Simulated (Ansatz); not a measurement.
## Ce: the change of pressure and energy less free atoms with volume per atom

Results calculated with Ansatz 0.2.0, not measured. Periodic Kohn-Sham DFT of a crystal at fixed atoms; pressure and stress are positive in compression; the energy is the free energy less that of spherical unpolarised free atoms; site moments are those in the method's own spheres, positive along +z.

Cell of the first row (space group P6_3/mmc, No. 194):
```
CELL_PARAMETERS angstrom
3.09950 0.00000 0.00000
-1.54970 2.68420 0.00000
0.00000 0.00000 5.74740
ATOMIC_POSITIONS crystal
Ce 0.33333 0.66667 0.25000
Ce 0.66667 0.33333 0.75000
```

Settings of every row: method all-electron LAPW; functional LDA; relativity scalar; k mesh 15x15x7; filling fermi-dirac; smearing width 0.05 eV; basis error target 0.25 meV/atom; nucleus gaussian.

Atom start moment: 0 on all atoms.

Limits: no spin-orbit coupling on heavy atoms; open f shell, the state may not be the lowest.

```csv
row,volume per atom (Å³),pressure (GPa),energy less free atoms (eV/atom)
1,23.908,-2.678,-6.8014
2,24.912,?,?
3,25.421,-4.656,-6.7662
4,25.929,-5.195,-6.7506
5,26.946,-6.109,-6.7146
```

Question: what pressure and energy less free atoms should row 2 give?

Worked fit of pressure. Take u = (V_r/V)^(2/3) − 1 with V_r = 25.675 Å³ an atom, which is twice the finite (Eulerian) strain; such expansions in the strain, on which the Birch-Murnaghan equation of state is built, carry the rest volume and the bulk modulus. The shown rows have u = 0.04868, 0.00665, -0.00654, -0.0317. Least squares give pressure = −4.9327 + 40.744 × u + 114.5 × u² GPa; a straight line predicts inner rows, each left out in turn, worse (root mean square 0.12 against 0.0015 GPa). The rows lie off it by 0.000, 0.001, -0.001, 0.000. The withheld row has u = 0.02032, so the fit gives −4.9327 + 40.744 × (0.02032) + 114.5 × (0.02032)² = -4.058 GPa.

The calculation gave -4.064 GPa. The fit lies 0.006 GPa (0.17 % of the column's range) above it; its largest miss of a shown row is 0.001 GPa.

Worked fit of energy less free atoms. Take u = (V_r/V)^(2/3) − 1 with V_r = 25.675 Å³ an atom, which is twice the finite (Eulerian) strain; such expansions in the strain, on which the Birch-Murnaghan equation of state is built, carry the rest volume and the bulk modulus. The shown rows have u = 0.04868, 0.00665, -0.00654, -0.0317. Least squares give energy less free atoms = −6.75861 − 1.1873 × u + 6.333 × u² eV/atom; a straight line predicts inner rows, each left out in turn, worse (root mean square 0.0064 against 5.4e-05 eV/atom). All shown rows lie on it to the printed digit. The withheld row has u = 0.02032, so the fit gives −6.75861 − 1.1873 × (0.02032) + 6.333 × (0.02032)² = -6.7801 eV/atom.

The calculation gave -6.7801 eV/atom. The fit meets it to the printed digit.
